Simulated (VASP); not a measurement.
NaCl in VASP 6.6.1, single-point calculation

INCAR

```
NSW = 0
EDIFF = 1E-8
SIGMA = 0.02
GGA = PE
ENCUT = 520
ISMEAR = -1
NELM = 120
LWAVE = .FALSE.
LCHARG = .FALSE.
NBANDS = 14
LASPH = .TRUE.
PREC = Accurate
ISIF = 2
IBRION = -1
LREAL = .FALSE.
```

KPOINTS

```
KPOINTS created by Atomic Simulation Environment
0
Gamma
8 8 8
0 0 0
```

POSCAR

```
Na Cl
 1.0000000000000000
     0.0000000000000000    2.8340890571999999    2.8026988303000002
     2.8340890571999999    0.0000000000000000    2.8026988303000002
     2.8340890571999999    2.8340890571999999    0.0000000000000000
 Na  Cl
   1   1
Cartesian
  0.0000000000000000  0.0000000000000000  0.0000000000000000
  2.8340890571999999  2.8340890571999999  2.8026988302999998
```

The recommended PBE PAW datasets give the neutral cell 14 valence electrons.

Command

```
mpirun -np 1 vasp_std
```

Problem. Predict the outcome of this run.

Solution. It converged. Results: gap between bands v and c on the k mesh 5.09 eV; least direct gap on the k mesh 5.09 eV; pressure 0.6 GPa. Band v is the last that the valence electrons fill when counted band by band, and c is the next.

OSZICAR

```
N       E                     dE             d eps       ncg     rms          rms(c)
DAV:   1     0.100045503658E+03    0.10005E+03   -0.71958E+03  1658   0.101E+03
DAV:   2     0.148877361123E+01   -0.98557E+02   -0.91017E+02  1792   0.263E+02
DAV:   3    -0.684232750886E+01   -0.83311E+01   -0.82788E+01  2120   0.721E+01
DAV:   4    -0.697116010957E+01   -0.12883E+00   -0.12879E+00  1942   0.966E+00
DAV:   5    -0.697384484531E+01   -0.26847E-02   -0.26845E-02  2154   0.142E+00    0.215E+00
DAV:   6    -0.678077600929E+01    0.19307E+00   -0.32208E-01  2030   0.328E+00    0.160E+00
DAV:   7    -0.676923583479E+01    0.11540E-01   -0.81551E-02  2256   0.163E+00    0.109E+00
DAV:   8    -0.677496567200E+01   -0.57298E-02   -0.10002E-02  1814   0.856E-01    0.297E-01
DAV:   9    -0.677485060436E+01    0.11507E-03   -0.21666E-04  2132   0.113E-01    0.162E-01
DAV:  10    -0.677497381851E+01   -0.12321E-03   -0.32610E-04  1868   0.139E-01    0.677E-02
DAV:  11    -0.677496292200E+01    0.10897E-04   -0.19048E-05  2156   0.401E-02    0.157E-02
DAV:  12    -0.677496293452E+01   -0.12523E-07   -0.24355E-06  1940   0.143E-02    0.152E-03
DAV:  13    -0.677496351861E+01   -0.58409E-06   -0.31983E-07  2024   0.376E-03    0.330E-03
DAV:  14    -0.677496332418E+01    0.19443E-06   -0.44350E-08  2114   0.113E-03    0.375E-04
DAV:  15    -0.677496332402E+01    0.16257E-09   -0.83973E-10  1444   0.237E-04
   1 F= -.67749633E+01 E0= -.67749633E+01  d E =-.382927E-12
```

For comparison, a separate PBE run of the intended cell, on usual settings and not on those above, gives a gap of 5.09 eV on its mesh and a pressure of 0.6 GPa.
